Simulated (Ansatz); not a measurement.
The system is CuO (Tenorite).

```xyz
4
Lattice="2.3418 -1.7113 0.0000 2.3418 1.7113 0.0000 -0.8500 0.0000 5.0579" Properties=species:S:1:pos:R:3 pbc="T T T"
Cu    0.7459   -0.8557    2.5289
Cu    1.1709    0.8557    0.0000
O     1.7043    0.2793    3.7934
O     2.1293   -0.2793    1.2645
```

| Quantity | Value |
| --- | --- |
| Program | Ansatz 0.2.0 |
| Task | relaxation of cell and atoms |
| Functional | r2SCAN |
| Potentials or basis | Ansatz PAW |
| Cutoff | 500 eV (not typed: the program's choice for these potentials) |
| k mesh | 10 × 10 × 5 |
| Occupations | fermi-dirac, width 0.05 eV |
| Spin | no spin polarisation |
| Hubbard terms | Cu d U = 5 eV |

At the start: volume 10.13 Å³/atom.

Where does the relaxation end?

It ends after 16 steps and the volume is 10.88 Å³/atom (+7.4 %); space group C2/c (No. 15, to 0.05 Å).

The path:
```tsv
step	energy change (eV)	largest force (eV/Å)	volume (Å³)
1	0.0000	0.1637	40.54
2	-0.0068	0.1427	40.90
3	-0.0204	0.0610	41.69
4	-0.0257	0.0142	42.42
5	-0.0321	0.0076	42.67
6	-0.0341	0.0010	42.93
7	-0.0344	0.0012	43.05
8	-0.0344	0.0014	43.12
9	-0.0344	0.0007	43.11
10	-0.0404	0.0009	43.11
11	-0.0417	0.0026	43.29
12	-0.0428	0.0394	43.48
13	-0.0431	0.0013	43.52
14	-0.0431	0.0003	43.55
15	-0.0431	0.0006	43.54
16	-0.0438	0.0007	43.54
```

Final structure:
```
Cu O
1.0
     2.06916   -2.03859    0.14204
     2.06916    2.03859    0.14204
    -0.44427    0.00000    5.13019
Cu O
2 2
Direct
  0.50000 0.00000 0.50000
  0.00000 0.50000 0.00000
  0.49453 0.50547 0.75000
  0.50547 0.49453 0.25000
```

Caveat: the plane-wave basis is chosen anew once the cell has moved, so the energies of steps on either side of that aren't comparable; the run has no spin polarisation, though such a crystal can be magnetic; U without spin polarisation on a metal has little footing; the PAW data sets come from PBE, with cores solved anew for the run's functional, which leaves a small shift of forces and pressure.
